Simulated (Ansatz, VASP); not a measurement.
## Two plane-wave programs on LiH

```
CELL_PARAMETERS angstrom
0.00000 2.03675 2.03675
2.03675 0.00000 2.03675
2.03675 2.03675 0.00000
ATOMIC_POSITIONS crystal
Li 0.00000 0.00000 0.00000
H 0.50000 0.50000 0.50000
```

Alike in both runs: task single point; functional RPBE; dispersion D3(BJ); k mesh 16 × 16 × 16; no spin polarisation.

|  | VASP | Ansatz |
| --- | --- | --- |
| version | VASP 6.6.1 | Ansatz 0.2.0 |
| potentials or method | VASP PAW PBE potentials, release 64 (Li_sv, H) | JTH PAW |
| plane-wave cutoff (eV) | 520 | 1170 |
| occupations | methfessel-paxton of order 1, width 0.01 eV | cold, width 0.01 eV |
| valence electrons in the cell | 4 | 4 |

|  | VASP | Ansatz | Ansatz less VASP |
| --- | --- | --- | --- |
| gap on the k mesh at the Fermi level (eV) | 3.17 | 3.17 | +0.001 |
| least direct gap on the mesh (eV) | 3.17 | 3.17 | +0.001 |
| dispersion energy (meV/atom) | -650.0 | -640.3 | +9.72 |

Caveats: three body term missing (VASP). A k mesh can miss the band edges. Expect the measured gap to be larger: semilocal functionals such as RPBE lack the derivative discontinuity.
